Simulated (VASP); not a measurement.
Set up this calculation in VASP 6.6.1, as the native input.

- Task: electrostatic potential
- Functional: PBE
- Potentials or basis: VASP PAW PBE potentials, release 64 (Ca_sv, Se)
- Cutoff: 520 eV
- k mesh: 8 × 8 × 8
- Occupations: gaussian, width 0.02 eV
- Spin: non-collinear spin, zero start, spin-orbit coupling
- Starting moments: [[0.0, 0.0, 0.0], [0.0, 0.0, 0.0]] μB
- Further INCAR settings: ALGO = Normal; EDIFF = 1e-07

The structure of CaSe lies in POSCAR:

```
CaSe                                    
1.0
    0.0000000000      2.9601383587      2.9601383587
    2.9601383587     -0.0000000000      2.9601383587
    2.9601383587      2.9601383587      0.0000000000
  Ca              Se            
     1     1
Direct
     0.0000000000000000    0.0000000000000000    0.0000000000000000
     0.5000000000000000    0.5000000000000000    0.5000000000000000
```

The cell was built by a generator and needn't be a form met in nature.

One way to write it, as run:

INCAR

```
SYSTEM = CaSe
PREC = Accurate
ENCUT = 520
EDIFF = 1E-7
ISMEAR = 0
SIGMA = 0.02
LREAL = .FALSE.
LASPH = .TRUE.
NELM = 100
ALGO = Normal
ISIF = 2
LWAVE = .FALSE.
LCHARG = .TRUE.
MAGMOM = 0 0 0 0 0 0
LORBIT = 11
LSORBIT = .TRUE.
GGA_COMPAT = .FALSE.
GGA = PE
LVHAR = .TRUE.
KPAR = 4
```

KPOINTS

```
regular mesh
0
G
  8 8 8
  0 0 0
```

Potentials or basis: VASP PAW PBE potentials, release 64 (Ca_sv, Se).

Run with:

```console
$ cat potpaw_PBE.64/Ca_sv/POTCAR potpaw_PBE.64/Se/POTCAR > POTCAR
$ mpirun -np 4 vasp_ncl > vasp.out
```

Results of the run:

```yaml
Pressure: 1.1 GPa
Net_moment: 0.00 μB per cell
Valence_electrons_inside_the_program's_atomic_spheres: Ca 8.12; Se 3.93
```

Run time: 16 s on 4 MPI ranks on AMD EPYC 9R45 96-Core Processor (Zen 5), with other jobs on the host, peak memory 0.3 GiB a rank.
